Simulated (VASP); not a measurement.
**KI (strained database structure): a r²SCAN single-point calculation in VASP**

INCAR

```
METAGGA = R2SCAN
PREC = Accurate
LREAL = .FALSE.
ENCUT = 520
EDIFF = 1E-7
ISIF = 2
LELF = .TRUE.
LWAVE = .FALSE.
LASPH = .TRUE.
ISMEAR = 0
IBRION = -1
SIGMA = 0.01
LCHARG = .TRUE.
NSW = 0
ALGO = Normal
NBANDS = 15
NELM = 120
```

KPOINTS

```
KPOINTS created by Atomic Simulation Environment
0
Gamma
6 6 6
0 0 0
```

KPOINTS_OPT

```
special points
4
Reciprocal
0.0000000000 0.0000000000 0.0000000000 1
0.0000000000 0.5000000000 0.0000000000 1
0.5000000000 0.5000000000 0.0000000000 1
0.5000000000 0.5000000000 0.5000000000 1
```

POSCAR

```
K  I
 1.0000000000000000
     4.2910852517000002    0.0000000000000000    0.0000000000000000
     0.0000000000000000    4.2910852517000002    0.0000000000000000
     0.0000000000000000    0.0000000000000000    4.1842372289999998
 K   I
   1   1
Cartesian
  0.0000000000000000  0.0000000000000000  0.0000000000000000
  2.1455426258500001  2.1455426258500001  2.0921186144999995
```

VASP ran with the recommended PBE PAW datasets (16 valence electrons in the cell).

Command

```
mpirun -np 1 vasp_std
```

OSZICAR

```
N       E                     dE             d eps       ncg     rms          rms(c)
DAV:   1     0.582318030088E+02    0.58232E+02   -0.68310E+03  1200   0.943E+02
DAV:   2    -0.317074556803E+02   -0.89939E+02   -0.83868E+02  1585   0.225E+02
DAV:   3    -0.369620341165E+02   -0.52546E+01   -0.52231E+01  1756   0.455E+01
DAV:   4    -0.372053326453E+02   -0.24330E+00   -0.24323E+00  1711   0.881E+00
DAV:   5    -0.372075954614E+02   -0.22628E-02   -0.22628E-02  1732   0.987E-01    0.321E+00
DAV:   6    -0.338805085598E+02    0.33271E+01   -0.92535E-01  1868   0.840E+00    0.212E+00
DAV:   7    -0.338539047705E+02    0.26604E-01   -0.62772E-02  1620   0.176E+00    0.119E+00
DAV:   8    -0.338566767822E+02   -0.27720E-02   -0.24378E-02  1655   0.107E+00    0.431E-01
DAV:   9    -0.338578747012E+02   -0.11979E-02   -0.41210E-03  1284   0.530E-01    0.955E-02
DAV:  10    -0.338578258770E+02    0.48824E-04   -0.10029E-04  1704   0.676E-02    0.488E-02
DAV:  11    -0.338578587574E+02   -0.32880E-04   -0.39804E-05  1354   0.526E-02    0.154E-02
DAV:  12    -0.338578589537E+02   -0.19627E-06   -0.33987E-06  1808   0.159E-02    0.246E-03
DAV:  13    -0.338578584054E+02    0.54827E-06   -0.16074E-07  1439   0.342E-03    0.680E-04
DAV:  14    -0.338578584295E+02   -0.24034E-07   -0.10499E-08  1223   0.776E-04
   1 F= -.33857858E+02 E0= -.33857858E+02  d E =-.473702E-77
       N       E                     dE             ncg
DAV:   1     0.108149989715E+04   -0.17962E+04      120
DAV:   2     0.718941522043E+03   -0.36256E+03      148
DAV:   3     0.700901289775E+03   -0.18040E+02      169
DAV:   4     0.699881031680E+03   -0.10203E+01      196
DAV:   5     0.699875536926E+03   -0.54948E-02      162
DAV:   6     0.699875333530E+03   -0.20340E-03      157
DAV:   7     0.699875330909E+03   -0.26202E-05      185
DAV:   8     0.699875330873E+03   -0.36030E-07      139
```

From OUTCAR

```
k-points           NKPTS =     40   k-points in BZ     NKDIM =     40   number of bands    NBANDS=     15

   NELECT =      16.0000    total number of electrons

   dimension x,y,z NGX =    32 NGY =   32 NGZ =   32
   dimension x,y,z NGXF=    64 NGYF=   64 NGZF=   64

  energy-cutoff  :      520.00
  volume of cell :       77.05
      direct lattice vectors                 reciprocal lattice vectors
     4.291085252  0.000000000  0.000000000     0.233041280  0.000000000  0.000000000
     0.000000000  4.291085252  0.000000000     0.000000000  0.233041280  0.000000000
     0.000000000  0.000000000  4.184237229     0.000000000  0.000000000  0.238992185

 k-points in reciprocal lattice and weights: KPOINTS created by Atomic Simulation Env
   0.00000000  0.00000000  0.00000000       0.005
   0.16666667  0.00000000  0.00000000       0.019
   0.33333333  0.00000000  0.00000000       0.019
   0.50000000  0.00000000  0.00000000       0.009
   0.16666667  0.16666667  0.00000000       0.019
   0.33333333  0.16666667  0.00000000       0.037
   0.50000000  0.16666667  0.00000000       0.019
   0.33333333  0.33333333  0.00000000       0.019
   ...

 E-fermi :   0.9775

 k-point     1 :       0.0000    0.0000    0.0000
  band No.  band energies     occupation
      1     -29.8207      2.00000
      2     -12.5034      2.00000
      3     -12.5033      2.00000
      4     -12.5033      2.00000
      5     -10.8131      2.00000
      6       0.3034      2.00000
      7       0.3034      2.00000
      8       0.4928      2.00000
      9       4.8503      0.00000
     10       5.8888      0.00000
     11       6.0217      0.00000
     12       9.7501      0.00000
     13       9.9338      0.00000
     14       9.9338      0.00000
     15      11.8406      0.00000

 k-point     2 :       0.1667    0.0000    0.0000
  band No.  band energies     occupation
      1     -29.8195      2.00000
      2     -12.5516      2.00000
      3     -12.5006      2.00000
      4     -12.5003      2.00000
      5     -10.7272      2.00000
      6      -0.3294      2.00000
      7       0.3191      2.00000
      8       0.5108      2.00000
      9       5.4247      0.00000
     10       6.2000      0.00000
     11       6.6108      0.00000
     12       9.6745      0.00000
     13       9.8554      0.00000
     14      10.0516      0.00000
     15      10.9204      0.00000

 k-point     3 :       0.3333    0.0000    0.0000
  band No.  band energies     occupation
      1     -29.8172      2.00000
      2     -12.6398      2.00000
      3     -12.4950      2.00000
      4     -12.4942      2.00000
      5     -10.5576      2.00000
      6      -1.2638      2.00000
      7       0.3506      2.00000
      8       0.5469      2.00000
      9       6.3441      0.00000
     10       6.8008      0.00000
     11       8.0691      0.00000
     12       9.3817      0.00000
     13       9.6921      0.00000
     14       9.8718      0.00000
     15      10.3328      0.00000

 k-point     4 :       0.5000    0.0000    0.0000
  band No.  band energies     occupation
      1     -29.8161      2.00000
      2     -12.6805      2.00000
      3     -12.4921      2.00000
      4     -12.4912      2.00000
      5     -10.4729      2.00000
      6      -1.6473      2.00000
      7       0.3664      2.00000
      8       0.5650      2.00000
      9       6.9647      0.00000
     10       7.4233      0.00000
     11       8.3793      0.00000
     12       8.6204      0.00000
     13      10.0234      0.00000
     14      10.2858      0.00000
     15      10.2896      0.00000

 k-point     5 :       0.1667    0.1667    0.0000
  band No.  band energies     occupation
      1     -29.8184      2.00000
      2     -12.5603      2.00000
      3     -12.5238      2.00000
      4     -12.4980      2.00000
      5     -10.6618      2.00000
      6      -0.3781      2.00000
      7      -0.1491      2.00000
      8       0.5404      2.00000
      9       5.9635      0.00000
     10       6.5530      0.00000
     11       6.9413      0.00000
     12       9.4032      0.00000
     13       9.4450      0.00000
     14      10.4933      0.00000
     15      11.1221      0.00000

 k-point     6 :       0.3333    0.1667    0.0000
  band No.  band energies     occupation
      1     -29.8161      2.00000
      2     -12.6232      2.00000
      3     -12.5209      2.00000
      4     -12.4927      2.00000
      5     -10.5309      2.00000
      6      -1.1596      2.00000
      7      -0.1243      2.00000
      8       0.6007      2.00000
      9       6.6622      0.00000
     10       6.8713      0.00000
     11       8.0258      0.00000
     12       9.1632      0.00000
     13       9.3652      0.00000
     14      10.2063      0.00000
     15      10.3087      0.00000

 k-point     7 :       0.5000    0.1667    0.0000
  band No.  band energies     occupation
      1     -29.8150      2.00000
      2     -12.6572      2.00000
      3     -12.5151      2.00000
      4     -12.4901      2.00000
      5     -10.4648      2.00000
      6      -1.5177      2.00000
      7      -0.0688      2.00000
      8       0.6314      2.00000
      9       6.8276      0.00000
     10       7.2707      0.00000
     11       8.4296      0.00000
     12       8.9273      0.00000
     13       9.2790      0.00000
     14       9.6306      0.00000
     15      10.4615      0.00000

 k-point     8 :       0.3333    0.3333    0.0000
  band No.  band energies     occupation
      1     -29.8140      2.00000
      2     -12.5981      2.00000
      3     -12.5650      2.00000
      4     -12.4883      2.00000
      5     -10.4760      2.00000
      6      -1.0009      2.00000
      7      -0.8112      2.00000
      8       0.7134      2.00000
      9       6.0229      0.00000
     10       7.1628      0.00000
     11       8.6174      0.00000
     12       9.0703      0.00000
     13       9.2238      0.00000
     14       9.6026      0.00000
     15      10.7043      0.00000

 k-point     9 :       0.5000    0.3333    0.0000
  band No.  band energies     occupation
      1     -29.8129      2.00000
      2     -12.6097      2.00000
      3     -12.5623      2.00000
      4     -12.4861      2.00000
      5     -10.4478      2.00000
      6      -1.2330      2.00000
      7      -0.7738      2.00000
      8       0.7726      2.00000
      9       5.6336      0.00000
     10       7.3092      0.00000
     11       8.5517      0.00000
     12       8.6890      0.00000
     13       9.3599      0.00000
     14      10.3178      0.00000
     15      10.9107      0.00000

 k-point    10 :       0.5000    0.5000    0.0000
  band No.  band energies     occupation
      1     -29.8118      2.00000
      2     -12.5856      2.00000
      3     -12.5856      2.00000
      4     -12.4841      2.00000
      5     -10.4389      2.00000
      6      -1.0741      2.00000
      7      -1.0741      2.00000
      8       0.8480      2.00000
      9       5.1291      0.00000
     10       7.2565      0.00000
     11       8.3026      0.00000
     12       8.3026      0.00000
     13      10.7121      0.00000
     14      10.7121      0.00000
     15      10.8456      0.00000

 k-point    11 :       0.0000    0.0000    0.1667
  band No.  band energies     occupation
      1     -29.8191      2.00000
      2     -12.5561      2.00000
      3     -12.4997      2.00000
      4     -12.4997      2.00000
      5     -10.7194      2.00000
      6      -0.2135      2.00000
      7       0.3296      2.00000
      8       0.3296      2.00000
      9       5.3720      0.00000
     10       6.1062      0.00000
     11       6.8348      0.00000
     12       9.7904      0.00000
     13       9.7904      0.00000
     14       9.8852      0.00000
     15      11.0791      0.00000

 k-point    12 :       0.1667    0.0000    0.1667
  band No.  band energies     occupation
      1     -29.8180      2.00000
      2     -12.5624      2.00000
      3     -12.5260      2.00000
      4     -12.4969      2.00000
      5     -10.6536      2.00000
      6      -0.3262      2.00000
      7      -0.0732      2.00000
      8       0.3578      2.00000
      9       5.8541      0.00000
     10       6.6076      0.00000
     11       7.0637      0.00000
     12       9.2526      0.00000
     13       9.5547      0.00000
     14      10.4444      0.00000
     15      11.2296      0.00000

 k-point    13 :       0.3333    0.0000    0.1667
  band No.  band energies     occupation
      1     -29.8157      2.00000
      2     -12.6224      2.00000
      3     -12.5267      2.00000
      4     -12.4913      2.00000
      5     -10.5217      2.00000
      6      -1.1483      2.00000
      7      -0.0050      2.00000
      8       0.4153      2.00000
      9       6.6021      0.00000
     10       6.9385      0.00000
     11       8.0666      0.00000
     12       8.9855      0.00000
     13       9.4071      0.00000
     14      10.1296      0.00000
     15      10.3435      0.00000

 ...

  Total        0.0605188      0.0605188      0.4802119      0.0000000      0.0000000      0.0000000
  in kB        1.2584911      1.2584911      9.9860317      0.0000000      0.0000000      0.0000000
  external PRESSURE =       4.1676713 kB  Pullay stress =       0.0000000 kB

 POSITION                                       TOTAL-FORCE (eV/Angst)
 -----------------------------------------------------------------------------------
      0.00000      0.00000      0.00000         0.000000      0.000000      0.000000
      2.14554      2.14554      2.09212         0.000000      0.000000      0.000000
 -----------------------------------------------------------------------------------
    total drift:                                0.000000      0.000000     -0.000000

  FREE ENERGIE OF THE ION-ELECTRON SYSTEM (eV)
  ---------------------------------------------------
  free  energy   TOTEN  =       -33.8578584295 eV

  energy  without entropy=      -33.8578584295  energy(sigma->0) =      -33.85785843
```

- gap between bands v and c: 4.00 eV
- least direct gap: 4.28 eV
- pressure: 0.4 GPa

Band v is the last that the valence electrons fill when counted band by band, and c is the next.

The run took about 76 s on one core of a shared host (Intel Xeon Platinum 8488C) and held 0.22 GiB at most.
